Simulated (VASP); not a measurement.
# BrRb in VASP: settings compared

The runs below take BrRb through single point, relaxation of the atoms, with revPBE, r2SCAN+D3(BJ), RPBE+D3(BJ).

Program: VASP 6.6.1. These are calculated values, not measurements. Logs are shortened: lines on timing, memory, paths and dates and some standing lists are left out, and cuts for length are marked.

**1. Starting point**

The cell holds a molecule in a box, 2 atoms: a = 9.000 Å, b = 9.000 Å, c = 12.000 Å, α = 90.00°, β = 90.00°, γ = 90.00°.

**2. Single point, revPBE**

Contents of INCAR:

```
PREC     = Accurate       # precision mode
ENCUT    = 520            # plane-wave cutoff, eV
EDIFF    = 1E-7           # SCF threshold, eV
ISMEAR   = 0              # smearing method
SIGMA    = 0.01           # smearing width, eV
LREAL    = F              # projectors in reciprocal space
LASPH    = T              # aspherical terms in the spheres
NELM     = 60             # most SCF steps
ALGO     = Normal         # electronic algorithm
ISIF     = 2              # what is computed and relaxed
LWAVE    = F              # write WAVECAR
LCHARG   = T              # write CHGCAR
GGA      = RE             # functional
LELF     = T              # ELF
LVHAR    = T            
LVACPOTAV= T
```

Contents of KPOINTS:

```
regular mesh
0
Gamma
  1 1 1
```

Contents of POSCAR:

```
RbBr
1.0
    9.0000000000      0.0000000000      0.0000000000
    0.0000000000      9.0000000000      0.0000000000
    0.0000000000      0.0000000000     12.0000000000
Br Rb
1 1
Cartesian
    4.5129999600      4.5209999700      4.5616280400
    4.5129999600      4.5209999700      7.5063720000
```

Potentials or basis: VASP PAW PBE potentials, release 64 (Br, Rb_sv).

Command:

```bash
cat potpaw_PBE.64/Br/POTCAR potpaw_PBE.64/Rb_sv/POTCAR > POTCAR
mpirun -np 1 vasp_gam > vasp.out
```

OUTCAR:

```text
PREC = Accurate
   ENCUT = 520
   EDIFF = 1E-7
   ISMEAR = 0
   LREAL = F
   LASPH = T
   NELM = 60
   ISIF = 2
   GGA = RE

 ion  position               nearest neighbor table
   1  0.501  0.502  0.380-   2 2.94
   2  0.501  0.502  0.626-   1 2.94

  LATTYP: Found a simple tetragonal cell.
 ALAT       =     9.0000000000
 C/A-ratio  =     1.3333333333

  Lattice vectors:

 A1 = (   9.0000000000,   0.0000000000,   0.0000000000)
 A2 = (   0.0000000000,   9.0000000000,   0.0000000000)
 A3 = (   0.0000000000,   0.0000000000,  12.0000000000)

Analysis of symmetry for initial positions (statically):
=====================================================================
 Subroutine PRICEL returns:
 Original cell was already a primitive cell.

 Routine SETGRP: Setting up the symmetry group for a
 simple tetragonal supercell.

 Subroutine GETGRP returns: Found  8 space group operations
 (whereof  1 operations were pure point group operations)
 out of a pool of 16 trial point group operations.

The static configuration has the point symmetry C_1 .
 The point group associated with its full space group is C_4v.

Analysis of symmetry for dynamics (positions and initial velocities):
=====================================================================
 Subroutine PRICEL returns:
 Original cell was already a primitive cell.

 Routine SETGRP: Setting up the symmetry group for a
 simple tetragonal supercell.

 Subroutine GETGRP returns: Found  8 space group operations
 (whereof  1 operations were pure point group operations)
 out of a pool of 16 trial point group operations.

The dynamic configuration has the point symmetry C_1 .
 The point group associated with its full space group is C_4v.

 Subroutine INISYM returns: Found  8 space group operations
 (whereof  1 operations are pure point group operations),
 and found     1 'primitive' translations

----------------------------------------------------------------------------------------

                                     Primitive cell

  volume of cell :     972.0000

  direct lattice vectors                    reciprocal lattice vectors
     9.000000000  0.000000000  0.000000000     0.111111111  0.000000000  0.000000000
     0.000000000  9.000000000  0.000000000     0.000000000  0.111111111  0.000000000
     0.000000000  0.000000000 12.000000000     0.000000000  0.000000000  0.083333333

  length of vectors
     9.000000000  9.000000000 12.000000000     0.111111111  0.111111111  0.083333333

[... 56 lines left out ...]
   EDIFF  = 0.1E-06   stopping-criterion for ELM
   LREAL  =      F    real-space projection
   EDIFFG = 0.1E-05   stopping-criterion for IOM
   NSW    =      0    number of steps for IOM
   IBRION =     -1    ionic relax: 0-MD 1-quasi-New 2-CG
   NFREE  =      0    steps in history (QN), initial steepest desc. (CG)
   ISIF   =      2    stress and relaxation
   ISYM   =      2    0-nonsym 1-usesym 2-fastsym
   POTIM  = 0.5000    time-step for ionic-motion
   TEBEG  =    0.0;   TEEND  =   0.0 temperature during run
   PSTRESS=    0.0 pullay stress
   NELECT =      16.0000    total number of electrons
   NUPDOWN=      -1.0000    fix difference up-down
   EMIN   =  10.00;   EMAX   =-10.00  energy-range for DOS
   EFERMI =   0.00;   METHOD = LEGACY
   ISMEAR =     0;   SIGMA  =   0.01  broadening in eV -4-tet -1-fermi 0-gaus
   EFERMI_NEDOS =   21; number of points for ismear=-14 and -15
   IALGO  =     38    algorithm
   IMIX   =      4    mixing-type and parameters
     AMIX     =   0.40;   BMIX     =  1.00
     AMIX_MAG =   1.60;   BMIX_MAG =  1.00
  volume/ion in A,a.u.               =     486.00      3279.69
  Fermi-wavevector in a.u.,A,eV,Ry     =   0.416447  0.786970  2.359629  0.173428
  Thomas-Fermi vector in A             =   1.376048
   LORBIT       =      0    0 simple, 1 ext, 2 COOP (PROOUT), +10 PAW based schemes
   GGA     = RE    functional components
   LHFCALC =     F    Hartree Fock is set to
   AEXX    =    0.0000 exact exchange contribution
   IVDW    =     0    specifies the selected vdW correction
   LEPSILON=     F    determine dielectric tensor
   LRPA    =     F    only Hartree local field effects (RPA)
 non-spin polarized calculation
 Gauss-broadening in eV      SIGMA  =   0.01
  energy-cutoff  :      520.00
  volume of cell :      972.00
 maximum number of plane-waves:     13093
 NGX is ok and might be reduce to    70
   NGX = 33   NGY = 33   NGZ = 45

 number of electron      16.0000001 magnetization

 Free energy of the ion-electron system (eV)
  ---------------------------------------------------
  ext. energy  EPLUGINS =         0.00000000
  ---------------------------------------------------
  free energy    TOTEN  =        -4.25718242 eV

  energy without entropy =       -4.25718242  energy(sigma->0) =       -4.25718242

 E-fermi :  -4.1219     XC(G=0):  -1.3887

 val. band max:       -4.2409685103   @ k =   0.0000   0.0000   0.0000
 cond. band min:      -1.6082943311   @ k =   0.0000   0.0000   0.0000
 fundamental gap:      2.6326741792
 Fermi energy:        -4.1219114148

 k-point     1 :       0.0000    0.0000    0.0000
  band No.  band energies     occupation
      1     -31.5820      2.00000
      2     -16.3779      2.00000
      3     -15.7379      2.00000
      4     -15.7379      2.00000
      5     -15.2438      2.00000
      6      -4.4703      2.00000
      7      -4.2410      2.00000
      8      -4.2410      2.00000
      9      -1.6083      0.00000
     10       0.1188      0.00000
     11       0.3391      0.00000
     12       0.3391      0.00000

------------------------ aborting loop because EDIFF is reached ----------------------------------------

  FORCE on cell =-STRESS in cart. coord.  units (eV):
  Direction    XX          YY          ZZ          XY          YZ          ZX
  --------------------------------------------------------------------------------------
  -------------------------------------------------------------------------------------
  Total        0.2054448      0.2054448      0.0471969      0.0000000      0.0000000      0.0000000
  in kB        0.3386410      0.3386410      0.0777961      0.0000000      0.0000000      0.0000000
  external PRESSURE =       0.2516927 kB  Pullay stress =       0.0000000 kB

 VOLUME and BASIS-vectors are now :
 -----------------------------------------------------------------------------
  energy-cutoff  :      520.00
  volume of cell :      972.00
      direct lattice vectors                 reciprocal lattice vectors
     9.000000000  0.000000000  0.000000000     0.111111111  0.000000000  0.000000000
     0.000000000  9.000000000  0.000000000     0.000000000  0.111111111  0.000000000
     0.000000000  0.000000000 12.000000000     0.000000000  0.000000000  0.083333333

 POSITION                                       TOTAL-FORCE (eV/Angst)
 -----------------------------------------------------------------------------------
      4.51300      4.52100      4.56163         0.000000     -0.000000     -0.174287
      4.51300      4.52100      7.50637         0.000000      0.000000      0.174287
 -----------------------------------------------------------------------------------
    total drift:                                0.000002      0.000004      0.000101

  FREE ENERGIE OF THE ION-ELECTRON SYSTEM (eV)
  ---------------------------------------------------
  free  energy   TOTEN  =        -4.2571824248 eV

  energy  without entropy=       -4.2571824248  energy(sigma->0) =       -4.25718242
```

OSZICAR:

```text
N       E                     dE             d eps       ncg     rms          rms(c)
DAV:   1     0.172370388753E+03    0.17237E+03   -0.41116E+03    24   0.809E+02
DAV:   2     0.628080366986E+02   -0.10956E+03   -0.99559E+02    28   0.158E+02
DAV:   3     0.424267475304E+01   -0.58565E+02   -0.55285E+02    32   0.995E+01
[... 17 lines left out ...]
DAV:  21    -0.425717725191E+01   -0.90627E-05   -0.20682E-06    32   0.625E-03    0.512E-04
DAV:  22    -0.425718016220E+01   -0.29103E-05   -0.29948E-07    40   0.256E-03    0.698E-04
DAV:  23    -0.425718198449E+01   -0.18223E-05   -0.21444E-07    24   0.196E-03    0.501E-04
DAV:  24    -0.425718233823E+01   -0.35375E-06   -0.39153E-08    16   0.954E-04    0.169E-04
DAV:  25    -0.425718242482E+01   -0.86584E-07   -0.22522E-08    24   0.609E-04
   1 F= -.42571824E+01 E0= -.42571824E+01  d E =-.310953E-63
```

It took 46 s on 1 thread of Intel Xeon 6975P-C (Granite Rapids), shared host; peak memory 0.78 GiB.

Results:

```yaml
Free_energy: -4.2572 eV
Largest_force: 0.174 eV/Å
Gap_between_the_frontier_levels: 2.63 eV
```

Forces in eV/Å, atoms in the order of the input:
```
Br   0.000  0.000 -0.174
Rb   0.000  0.000  0.174
```

Levels at points of the mesh, in eV from the valence-band top:
```
           k point  band 5  band 6  band 7  band 8  band 9  band 10  band 11  band 12
(0.00, 0.00, 0.00)  -11.00   -0.23    0.00    0.00    2.63     4.36     4.58     4.58
```

Caveat: the PAW data sets were made with another functional, which shifts forces and pressure a little.

**3. Relaxation of the atoms, r2SCAN+D3(BJ)**

Contents of INCAR:

```
SYSTEM = RbBr
PREC = Accurate
ENCUT = 520
EDIFF = 1E-6
ISMEAR = 0
SIGMA = 0.01
LREAL = .FALSE.
LASPH = .TRUE.
NELM = 60
ALGO = Normal
ISIF = 2
LWAVE = .FALSE.
LCHARG = .FALSE.
METAGGA = R2SCAN
LMIXTAU = .TRUE.
IVDW = 12
VDW_S6 = 1.0
VDW_S8 = 0.78981345
VDW_A1 = 0.49484001
VDW_A2 = 5.73083694
IBRION = 2
NSW = 60
EDIFFG = -0.02
```

Contents of KPOINTS:

```
Automatic mesh
0
G
  1 1 1
  0 0 0
```

POSCAR is that of step 2.

Potentials or basis: VASP PAW PBE potentials, release 64 (Br, Rb_sv).

Command:

```bash
cat potpaw_PBE.64/Br/POTCAR potpaw_PBE.64/Rb_sv/POTCAR > POTCAR
mpirun -np 1 vasp_gam > vasp.out
```

OUTCAR:

```text
SYSTEM = RbBr
   PREC = Accurate
   ENCUT = 520
   EDIFF = 1E-6
   ISMEAR = 0
   LREAL = .FALSE.
   LASPH = .TRUE.
   NELM = 60
   ISIF = 2
   METAGGA = R2SCAN
   IVDW = 12
   IBRION = 2
   NSW = 60
   EDIFFG = -0.02
 IVDW          = 12

 ion  position               nearest neighbor table
   1  0.501  0.502  0.380-   2 2.94
   2  0.501  0.502  0.626-   1 2.94

  LATTYP: Found a simple tetragonal cell.
 ALAT       =     9.0000000000
 C/A-ratio  =     1.3333333333

  Lattice vectors:

 A1 = (   9.0000000000,   0.0000000000,   0.0000000000)
 A2 = (   0.0000000000,   9.0000000000,   0.0000000000)
 A3 = (   0.0000000000,   0.0000000000,  12.0000000000)

Analysis of symmetry for initial positions (statically):
=====================================================================
 Subroutine PRICEL returns:
 Original cell was already a primitive cell.

 Routine SETGRP: Setting up the symmetry group for a
 simple tetragonal supercell.

 Subroutine GETGRP returns: Found  8 space group operations
 (whereof  1 operations were pure point group operations)
 out of a pool of 16 trial point group operations.

The static configuration has the point symmetry C_1 .
 The point group associated with its full space group is C_4v.

Analysis of symmetry for dynamics (positions and initial velocities):
=====================================================================
 Subroutine PRICEL returns:
 Original cell was already a primitive cell.

 Routine SETGRP: Setting up the symmetry group for a
 simple tetragonal supercell.

 Subroutine GETGRP returns: Found  8 space group operations
 (whereof  1 operations were pure point group operations)
 out of a pool of 16 trial point group operations.

The dynamic configuration has the point symmetry C_1 .
[... 127 lines left out ...]
  energy without entropy =      -29.19875567  energy(sigma->0) =      -29.19875567

------------------------ aborting loop because EDIFF is reached ----------------------------------------

 Edisp (eV)   -0.01089

 E8    (eV) :    -0.0041

  FORCE on cell =-STRESS in cart. coord.  units (eV):
  Direction    XX          YY          ZZ          XY          YZ          ZX
  --------------------------------------------------------------------------------------
  -------------------------------------------------------------------------------------
  Total       0.19815     0.19815    -0.18560     0.00000     0.00000     0.00000
  in kB       0.32662     0.32662    -0.30593     0.00000     0.00000     0.00000
  external pressure =        0.12 kB  Pullay stress =        0.00 kB
[... 23 lines left out ...]
--------------------------------------- Ionic step        2  -------------------------------------------

 number of electron      16.0000001 magnetization

------------------------ aborting loop EDIFF was not reached (unconverged)  ----------------------------

 Edisp (eV)   -0.01089

 E8    (eV) :    -0.0041

  FORCE on cell =-STRESS in cart. coord.  units (eV):
  Direction    XX          YY          ZZ          XY          YZ          ZX
  --------------------------------------------------------------------------------------
  -------------------------------------------------------------------------------------
  Total       0.36948     0.36948    -0.18328     0.00000     0.00000     0.00000
  in kB       0.60903     0.60903    -0.30210     0.00000     0.00000     0.00000
  external pressure =        0.31 kB  Pullay stress =        0.00 kB
[... 23 lines left out ...]
--------------------------------------- Ionic step        3  -------------------------------------------

 number of electron      15.9999999 magnetization

 Free energy of the ion-electron system (eV)
  ---------------------------------------------------
  ext. energy  EPLUGINS =         0.00000000
  ---------------------------------------------------
  free energy    TOTEN  =       -29.20028862 eV

  energy without entropy =      -29.20028862  energy(sigma->0) =      -29.20028862

 E-fermi :  -4.3844     XC(G=0):  -0.9869

 val. band max:       -4.4713469951   @ k =   0.0000   0.0000   0.0000
 cond. band min:      -0.8704075399   @ k =   0.0000   0.0000   0.0000
 fundamental gap:      3.6009394553
 Fermi energy:        -4.3844125019

 k-point     1 :       0.0000    0.0000    0.0000
  band No.  band energies     occupation
      1     -32.8049      2.00000
      2     -17.0281      2.00000
      3     -16.4087      2.00000
      4     -16.4087      2.00000
      5     -15.9027      2.00000
      6      -4.6808      2.00000
      7      -4.4714      2.00000
      8      -4.4713      2.00000
      9      -0.8704      0.00000
     10       0.7179      0.00000
     11       1.0568      0.00000
     12       1.0997      0.00000

------------------------ aborting loop because EDIFF is reached ----------------------------------------

 Edisp (eV)   -0.01089

 E8    (eV) :    -0.0041

  FORCE on cell =-STRESS in cart. coord.  units (eV):
  Direction    XX          YY          ZZ          XY          YZ          ZX
  --------------------------------------------------------------------------------------
  -------------------------------------------------------------------------------------
  Total       0.20320     0.20320    -0.56696     0.00000    -0.00000     0.00000
  in kB       0.33495     0.33495    -0.93455     0.00000    -0.00000     0.00000
  external pressure =       -0.09 kB  Pullay stress =        0.00 kB
[... 17 lines left out ...]
  FREE ENERGIE OF THE ION-ELECTRON SYSTEM (eV)
  ---------------------------------------------------
  free  energy   TOTEN  =       -29.2111805464 eV

  energy  without entropy=      -29.2111805464  energy(sigma->0) =      -29.21118055

 reached required accuracy - stopping structural energy minimisation
```

OSZICAR:

```text
N       E                     dE             d eps       ncg     rms          rms(c)
DAV:   1     0.147936938174E+03    0.14794E+03   -0.41800E+03    24   0.812E+02
DAV:   2     0.338275696702E+02   -0.11411E+03   -0.10376E+03    28   0.162E+02
DAV:   3    -0.256587044753E+02   -0.59486E+02   -0.57933E+02    32   0.103E+02
[... 126 lines left out ...]
DAV:  14    -0.292002427186E+02    0.52584E-05   -0.22673E-05    32   0.662E-02    0.264E-04
DAV:  15    -0.292002736880E+02   -0.30969E-04   -0.17268E-05    24   0.579E-02    0.263E-04
DAV:  16    -0.292002892305E+02   -0.15542E-04   -0.51313E-06    24   0.316E-02    0.293E-04
DAV:  17    -0.292002877670E+02    0.14635E-05   -0.23419E-06    24   0.213E-02    0.137E-04
DAV:  18    -0.292002886231E+02   -0.85609E-06   -0.13010E-06    32   0.162E-02
   3 F= -.29211181E+02 E0= -.29211181E+02  d E =-.153322E-02
```

CONTCAR:

```text
RbBr
   1.00000000000000
     9.0000000000000000    0.0000000000000000    0.0000000000000000
     0.0000000000000000    9.0000000000000000    0.0000000000000000
     0.0000000000000000    0.0000000000000000   12.0000000000000000
  Br              Rb
     1     1
Direct
     0.5014444400000002    0.5023333299999990    0.3788725898051926
     0.5014444400000002    0.5023333299999990    0.6267940801948111

  0.00000000E+00  0.00000000E+00  0.00000000E+00
  0.00000000E+00  0.00000000E+00  0.00000000E+00
```

Run time: 8.7 min. Hardware: 1 thread of Intel Xeon 6975P-C (Granite Rapids), shared host; peak memory 1.1 GiB.

What came out:

```yaml
Free_energy: -29.2112 eV
Energy_gained_by_relaxing: 0.8 meV/atom
Ionic_steps: 3
Largest_force_after_relaxing: 0.010 eV/Å
Gap_between_the_frontier_levels: 3.60 eV
Dispersion_energy_per_atom: -0.005 eV
```

Forces in eV/Å, atoms in the order of the input:
```
Br   0.000  0.000  0.010
Rb   0.000  0.000 -0.010
```

Step by step:
```
step  energy change (eV)  largest force (eV/Å)  pressure (GPa)
   1              0.0000                0.1136            0.01
   2             -0.0003                0.0725            0.03
   3             -0.0015                0.0100           -0.01
```

Final structure:
```cif
data_structure
_symmetry_space_group_name_H-M 'P 1'
_symmetry_Int_Tables_number 1
_cell_length_a 9.0000
_cell_length_b 9.0000
_cell_length_c 12.0000
_cell_angle_alpha 90.000
_cell_angle_beta 90.000
_cell_angle_gamma 90.000
_cell_volume 972.00
loop_
_atom_site_label
_atom_site_type_symbol
_atom_site_fract_x
_atom_site_fract_y
_atom_site_fract_z
_atom_site_occupancy
Br1 Br 0.50144 0.50233 0.37887 1
Rb1 Rb 0.50144 0.50233 0.62679 1
```

Levels at points of the mesh, in eV from the valence-band top:
```
           k point  band 4  band 5  band 6  band 7  band 8  band 9  band 10  band 11  band 12
(0.00, 0.00, 0.00)  -11.94  -11.43   -0.21    0.00    0.00    3.60     5.19     5.53     5.57
```

Caveat: the PAW data sets were made with another functional, which shifts forces and pressure a little. r2SCAN opens gaps a little over a GGA but as a rule still falls short of measured ones.

(Part 1 of 2 ends here.)
